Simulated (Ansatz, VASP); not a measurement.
# Pb, level by level in two programs

```
Pb
1.0
     0.00000    2.49141    2.49141
     2.49141    0.00000    2.49141
     2.49141    2.49141    0.00000
Pb
1
Direct
  0.00000 0.00000 0.00000
```

Change from the starting cell: volume scaled by 1.02.

Single points on this cell with VASP 6.6.1 and Ansatz 0.2.0. Each row is one pair of runs. Alike in all rows: spin: off; k mesh: 9 × 9 × 9; smearing: fermi-dirac, width 0.05 eV; VASP's potentials, cutoff: VASP PAW PBE potentials, release 64 (Pb_d), 520 eV.

| level | Ansatz's potentials, cutoff | gap on the k mesh at the Fermi level (eV), VASP | gap on the k mesh at the Fermi level (eV), Ansatz | pressure (GPa), VASP | pressure (GPa), Ansatz |
| --- | --- | --- | --- | --- | --- |
| PBE | PseudoDojo stringent (PBE files), 1197 eV | none | none | 1.2 | 1.3 |
| PBE | Ansatz PAW earlier set, 580 eV | none | none | 1.2 | 1.3 |
| PBE | PseudoDojo standard (PBE files), 850 eV | none | none | 1.2 | 1.2 |
| PBE | Ansatz PAW, 420 eV | none | none | 1.2 | 1.3 |
| PBE | Ansatz PAW polarizable, 420 eV | none | none | 1.2 | 1.3 |
| PBE | SPMS NC, 381 eV | none | none | 1.2 | 1.3 |
| PBE | Ansatz PAW earlier set, 700 eV | none | none | 1.2 | 1.3 |
| PBE | Ansatz NC, 850 eV | none | none | 1.2 | 1.3 |

Pressure (GPa): the two programs differ by at most 0.11.

A gap of «none» marks a metal or a gap that the smearing closes.
